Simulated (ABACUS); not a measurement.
# CdTe (F-43m) in ABACUS: a series of runs, part 2 of 2

ABACUS 3.10.1. Earlier steps stand in the parts before.

## 3. Single point, BP86

INPUT reads:

```
INPUT_PARAMETERS
suffix              CdTe
calculation         scf
basis_type          pw
pseudo_dir          ./
symmetry            1
dft_functional      GGA_X_B88+GGA_C_P86
ecutwfc             103
pseudo_rcut         10
nspin               1
nbands              28
ks_solver           dav
smearing_method     fd
smearing_sigma      0.00367493
scf_thr             1e-08
scf_nmax            100
mixing_type         broyden
mixing_beta         0.7
cal_force           1
cal_stress          1
out_chg             1
kpar                4
```

STRU reads:

```
ATOMIC_SPECIES
Te 127.6000 Te_ONCV_PBE-1.2.upf
Cd 112.4140 Cd_ONCV_PBE-1.2.upf

LATTICE_CONSTANT
8.5652865883

LATTICE_VECTORS
0.0000000000 0.7071067812 0.7071067812
0.7071067812 0.0000000000 0.7071067812
0.7071067812 0.7071067812 0.0000000000

ATOMIC_POSITIONS
Cartesian

Te
0.0
1
1.0606601718 1.0606601718 1.0606601718 1 1 1

Cd
0.0
1
0.0000000000 0.0000000000 0.0000000000 1 1 1
```

KPT reads:

```
K_POINTS
0
Gamma
6 6 6 0 0 0
```

Potentials or basis: SG15 ONCV 1.2 PBE, plane waves.

Run with:

```bash
$ OMP_NUM_THREADS=1 mpirun -np 4 abacus > log
```

running log:

```text
ABACUS v3.10.1

               Atomic-orbital Based Ab-initio Computation at UStc

 ------------------------------------------------------------------------------------

 READING GENERAL INFORMATION
                           global_out_dir = OUT.CdTe/
                           global_in_card = INPUT
                               pseudo_dir = ./
                              orbital_dir =
                                    DSIZE = 4
                                    GSIZE = 1

 READING UNITCELL INFORMATION
                                    ntype = 2
                  lattice constant (Bohr) = 8.56529
              lattice constant (Angstrom) = 4.53255

 READING ATOM TYPE 1
                               atom label = Te
                      L=0, number of zeta = 1
[... 346 lines left out ...]
 STATE ENERGY(eV) AND OCCUPATIONS    NSPIN == 1
 1/4 kpoint (Cartesian) = 0.0000 0.0000 0.0000 (7799 pws)
       1       -93.2953     0.00925926
       2       -54.3840     0.00925926
       3       -54.3840     0.00925926
       4       -54.3840     0.00925926
       5       -27.1771     0.00925926
       6       -27.1771     0.00925926
[... 110 lines left out ...]
      27        20.8833        0.00000
      28        20.8833        0.00000

------------------------------------------------------------------------------------------
 TOTAL-FORCE (eV/Angstrom)
------------------------------------------------------------------------------------------
                       Te1         0.0000000000         0.0000000000         0.0000000000
                       Cd1         0.0000000000         0.0000000000         0.0000000000
------------------------------------------------------------------------------------------

----------------------------------------------------------------
 TOTAL-STRESS (KBAR)
----------------------------------------------------------------
        42.8394086587        -0.0000000000        -0.0000000000
        -0.0000000000        42.8394086587         0.0000000000
        -0.0000000000         0.0000000000        42.8394086587
----------------------------------------------------------------
 TOTAL-PRESSURE: 42.839409 KBAR

 --------------------------------------------
 !FINAL_ETOT_IS -6612.1629525780472250 eV
 --------------------------------------------
```

stdout:

```text
ABACUS v3.10.1

               Atomic-orbital Based Ab-initio Computation at UStc

 dft_functional readin is: GGA_X_B88+GGA_C_P86
 dft_functional in pseudopot file is: PBE
 Please make sure this is what you need
 dft_functional readin is: GGA_X_B88+GGA_C_P86
[... 39 lines left out ...]
 DA7     -6.61216295e+03  -1.14791062e-07   3.0533e-09   5.90
----------------------------------------------------------------
 TOTAL-STRESS (KBAR)
----------------------------------------------------------------
        42.8394086587        -0.0000000000        -0.0000000000
        -0.0000000000        42.8394086587         0.0000000000
        -0.0000000000         0.0000000000        42.8394086587
----------------------------------------------------------------
 TOTAL-PRESSURE: 42.839409 KBAR
```

It took 52 s on 4 MPI ranks of Intel Xeon Platinum 8259CL at 2.50GHz (Skylake/Cascade Lake), shared host; peak memory 0.64 GiB.

What came out:

```yaml
Free_energy: -6612.1630 eV
Pressure: 4.3 GPa
Band_gap_on_the_k_mesh: 0.83 eV, direct
```

Caveat: the potentials were made for another functional, which shifts forces and pressure; spin-orbit coupling is left out, which moves the levels of the heavy elements.

## 4. Relaxation of cell and atoms, BP86

Edit INPUT of step 3 so:

```diff
@@ -2,3 +2,3 @@
 suffix              CdTe
-calculation         scf
+calculation         cell-relax
 basis_type          pw
@@ -10,3 +10,3 @@
 nspin               1
-nbands              28
+nbands              22
 ks_solver           dav
@@ -20,3 +20,7 @@
 cal_stress          1
-out_chg             1
+relax_nmax          60
+force_thr_ev        0.005
+relax_method        cg
+out_stru            1
+stress_thr          0.2
 kpar                4
```

STRU reads:

```
ATOMIC_SPECIES
Te 127.6000 Te_ONCV_PBE-1.2.upf
Cd 112.4140 Cd_ONCV_PBE-1.2.upf

LATTICE_CONSTANT
1.8897261246

LATTICE_VECTORS
0.0000000000 3.2050000000 3.2050000000
3.2050000000 0.0000000000 3.2050000000
3.2050000000 3.2050000000 0.0000000000

ATOMIC_POSITIONS
Direct

Te
0.0
1
0.7500000000 0.7500000000 0.7500000000 1 1 1

Cd
0.0
1
0.0000000000 0.0000000000 0.0000000000 1 1 1
```

KPT is that of step 3.

Run with:

```bash
$ OMP_NUM_THREADS=1 mpirun -np 4 abacus > log
```

It took 1.7 min on 4 MPI ranks of Intel Xeon Platinum 8259CL at 2.50GHz (Skylake/Cascade Lake), shared host; peak memory 0.64 GiB.

The run converged. Its results:

| Property | Result |
| --- | --- |
| Free energy | -6612.2445 eV |
| Relaxed volume | 36.24 Å³/atom |
| Relaxed cell | a = 4.680 Å, b = 4.680 Å, c = 4.680 Å, α = 60.00°, β = 60.00°, γ = 60.00° |
| Space group after relaxing (to 0.05 Å) | F-43m (No. 216) |
| Energy gained by relaxing | 40.8 meV/atom |
| Ionic steps | 3 |
| Pressure after relaxing | 0.0 GPa |
| Band gap on the k mesh | 0.54 eV, direct |

Step by step:
```tsv
step	energy change (eV)	largest force (eV/Å)	pressure (GPa)	volume (Å³)
1	0.0000	0.0000	4.29	65.84
2	-0.0731	0.0000	-1.08	74.93
3	-0.0815	0.0000	-0.01	72.48
```

Final structure:
```xyz
2
Lattice="0.0000 3.3093 3.3093 3.3093 0.0000 3.3093 3.3093 3.3093 0.0000" Properties=species:S:1:pos:R:3 pbc="T T T"
Te    4.9639    4.9639    4.9639
Cd    0.0000    0.0000    0.0000
```

Levels at points of the mesh, in eV from the valence-band top:
```csv
k point,band 15,band 16,band 17,band 18,band 19,band 20,band 21,band 22
"(0.00, 0.00, 0.00)",-7.83,0.00,0.00,0.00,0.54,4.64,4.64,4.64
"(0.50, 0.50, 0.50)",-7.54,-4.08,-0.69,-0.69,1.73,5.22,5.22,7.02
"(0.50, 0.50, 0.00)",-7.42,-4.02,-1.66,-1.66,2.67,2.76,8.50,8.81
```

Caveat: the potentials were made for another functional, which shifts forces and pressure; spin-orbit coupling is left out, which moves the levels of the heavy elements; the volume moved by +10 % from the deposited cell, more than functionals usually miss.

## 5. Single point, rPW86PBE

run_abacus.py reads:

```python
"""ABACUS run from a structure file: ASE reads it, the script writes STRU, KPT and INPUT."""
import re
import subprocess
from ase.io import read
from ase.units import Bohr

atoms = read("CdTe.cif")
atoms = atoms[(-atoms.numbers).argsort(kind="stable")]  # ABACUS lists atoms element by element
pseudo = {'Te': 'te_pbe_v1.uspp.F.UPF', 'Cd': 'cd_pbe_v1.uspp.F.UPF'}
orbital = {}
magmoms = None
kmesh = [6, 6, 6]
params = {
    'suffix': 'CdTe',
    'calculation': 'scf',
    'basis_type': 'pw',
    'pseudo_dir': './',
    'symmetry': 1,
    'dft_functional': 'GGA_X_RPW86+GGA_C_PBE',
    'ecutwfc': 40,
    'pseudo_rcut': 10,
    'nspin': 1,
    'nbands': 19,
    'ks_solver': 'dav',
    'smearing_method': 'fd',
    'smearing_sigma': 0.00367493,
    'scf_thr': 1e-08,
    'scf_nmax': 100,
    'mixing_type': 'broyden',
    'mixing_beta': 0.7,
    'cal_force': 1,
    'cal_stress': 1,
    'ecutrho': 320,
    'out_chg': 1,
    'out_pot': 2,
    'out_elf': 0,
    'kpar': 4,
}

symbols = atoms.get_chemical_symbols()
elements = list(dict.fromkeys(symbols))
lines = ["ATOMIC_SPECIES"] + [f"{e} {atoms.get_masses()[symbols.index(e)]:.4f} {pseudo[e]}" for e in elements]
if orbital:
    lines += ["", "NUMERICAL_ORBITAL"] + [orbital[e] for e in elements]
lines += ["", "LATTICE_CONSTANT", f"{1 / Bohr:.10f}", "", "LATTICE_VECTORS"]
lines += [" ".join(f"{x:.10f}" for x in v) for v in atoms.cell]
lines += ["", "ATOMIC_POSITIONS", "Direct"]
for e in elements:
    lines += ["", e, "0.0", str(symbols.count(e))]
    for i, p in enumerate(atoms.get_scaled_positions(wrap=False)):
        if symbols[i] == e:
            mag = "" if magmoms is None else " mag " + " ".join(str(x) for x in (magmoms[i] if isinstance(magmoms[i], list) else [magmoms[i]]))
            lines.append(" ".join(f"{x:.10f}" for x in p) + " 1 1 1" + mag)
open("STRU", "w").write("\n".join(lines) + "\n")
open("KPT", "w").write("K_POINTS\n0\nGamma\n%d %d %d 0 0 0\n" % tuple(kmesh))
open("INPUT", "w").write("INPUT_PARAMETERS\n" + "".join(f"{k:<20s}{v}\n" for k, v in params.items()))

done = subprocess.run(['mpirun', '-np', '4', 'abacus'])
if done.returncode:
    raise SystemExit(done.returncode)
log = open("OUT.CdTe/running_scf.log").read()
print("final energy (eV):", re.findall(r"FINAL_ETOT_IS (\S+)", log))
```

CdTe.cif reads:

```cif
data_CdTe
_cell_length_a 4.53255447
_cell_length_b 4.53255447
_cell_length_c 4.53255447
_cell_angle_alpha 60.00000000
_cell_angle_beta 60.00000000
_cell_angle_gamma 60.00000000
_space_group_name_H-M_alt 'P1'
_space_group_name_Hall 'P 1'
_space_group_IT_number 1
loop_
_space_group_symop_operation_xyz
'x,y,z'
loop_
_atom_site_label
_atom_site_type_symbol
_atom_site_symmetry_multiplicity
_atom_site_Wyckoff_symbol
_atom_site_fract_x
_atom_site_fract_y
_atom_site_fract_z
_atom_site_occupancy
Te1 Te 1 a 0.7500000000 0.7500000000 0.7500000000 1
Cd1 Cd 1 a 0.0000000000 0.0000000000 0.0000000000 1
```

Potentials or basis: GBRV ultrasoft 1.5 PBE, plane waves.

Run with:

```bash
$ OMP_NUM_THREADS=1 python run_abacus.py > log
```

Wall time 10 s (4 MPI ranks of AMD EPYC 9R45 (Zen 5), shared host); peak memory 0.88 GiB.

It converged, with:

* Free energy: -1928.4012 eV
* Pressure: 6.7 GPa
* Band gap on the k mesh: 0.73 eV, direct

Levels at points of the mesh, in eV from the valence-band top:
```csv
k point,band 6,band 7,band 8,band 9,band 10,band 11,band 12,band 13
"(0.00, 0.00, 0.00)",-8.16,0.00,0.00,0.00,0.73,4.48,4.48,4.48
"(0.50, 0.50, 0.50)",-7.78,-4.67,-0.84,-0.84,1.73,5.09,5.09,7.05
"(0.50, 0.50, 0.00)",-7.64,-4.52,-2.00,-2.00,2.42,2.55,8.92,9.31
```

Caveat: the potentials were made for another functional, which shifts forces and pressure; spin-orbit coupling is left out, which moves the levels of the heavy elements.

## 6. The runs side by side

| task | level | potentials or basis | cell | cutoff (eV) | max steps of the relaxation | force threshold | optimiser | stress threshold | gap on the mesh (eV) | pressure (GPa) |
| --- | --- | --- | --- | --- | --- | --- | --- | --- | --- | --- |
| single point | HLE16 | GBRV ultrasoft 1.5 PBE, plane waves | as given | 544 | - | - | - | - | 1.77 | -0.1 |
| single point | BP86 | SG15 ONCV 1.2 PBE, plane waves | as given | 1401 | - | - | - | - | 0.83 | 4.3 |
| relaxation of cell and atoms | BP86 | SG15 ONCV 1.2 PBE, plane waves | relaxed | 1401 | 60 | 0.005 eV/Å | cg | 0.2 kbar | 0.54 | 0.0 |
| single point | rPW86PBE | GBRV ultrasoft 1.5 PBE, plane waves | as given | 544 | - | - | - | - | 0.73 | 6.7 |

Alike in all rows: no spin polarisation; k mesh 6 × 6 × 6; smearing fermi-dirac 0.05 eV.

Caveats: the potentials were made for another functional, which shifts forces and pressure; spin-orbit coupling is left out, which moves the levels of the heavy elements; the potentials were made for a functional far from this one (some runs); the volume moved by +10 % from the deposited cell, more than functionals usually miss (some runs).

Absolute energies hang on the potentials; compare differences alone.

## 7. How close it comes

Step 3. Against the measured gap of CdTe, 1.607 eV (0 K; a printed reference work, data compilation), the calculated 0.83 eV is off by -0.77 eV. Spin-orbit coupling on Cd, Te is left out. The value is that of BP86, without temperature or zero-point motion.

Step 5. A measured gap of CdTe is 1.607 eV (0 K; a printed reference work, data compilation); the calculated 0.73 eV misses it by -0.88 eV. Spin-orbit coupling on Cd, Te is left out. The value is that of rPW86PBE, without temperature or zero-point motion.
